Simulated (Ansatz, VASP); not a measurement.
CoO: VASP beside Ansatz

```
Co O
1.0
     0.00000    2.12378    2.12378
     2.12378    0.00000    2.12378
     2.12378    2.12378    0.00000
Co O
1 1
Cartesian
  0.0000 0.0000 0.0000
  2.1238 2.1238 2.1238
```

Alike in both runs: functional PBE; k mesh 13 × 13 × 13; occupations fermi-dirac, width 0.08 eV; collinear spin.

Ansatz relaxed the structure, and its values are those at the end. VASP's run is a single point on that final structure, the one shown.

|  | VASP | Ansatz |
| --- | --- | --- |
| version | VASP 6.6.1 | Ansatz 0.2.0 |
| potentials or method | VASP PAW PBE potentials, release 64 (Co, O) | PAW with Ansatz's default frozen-core files, scalar-relativistic |
| plane-wave cutoff (eV) | 520 | 420 |
| valence electrons in the cell | 15 | 23 |

VASP gave:

```
pressure (GPa)                                                : -0.5
net moment per atom (μB)                                      : 1.42
size of the moment on the site where the two differ most (μB) : 2.51
```

**Question.** Which values does Ansatz return?

**Answer.** Pressure (GPa): 0.0; net moment per atom (μB): 1.44; size of the moment on the site where the two differ most (μB): 2.45.

Site moments also hang on the region over which each program counts them. The two sets of potentials don't hold the same shells in valence.

Caveats: a cell with one magnetic atom can't hold antiferromagnetic order, which such compounds often take.
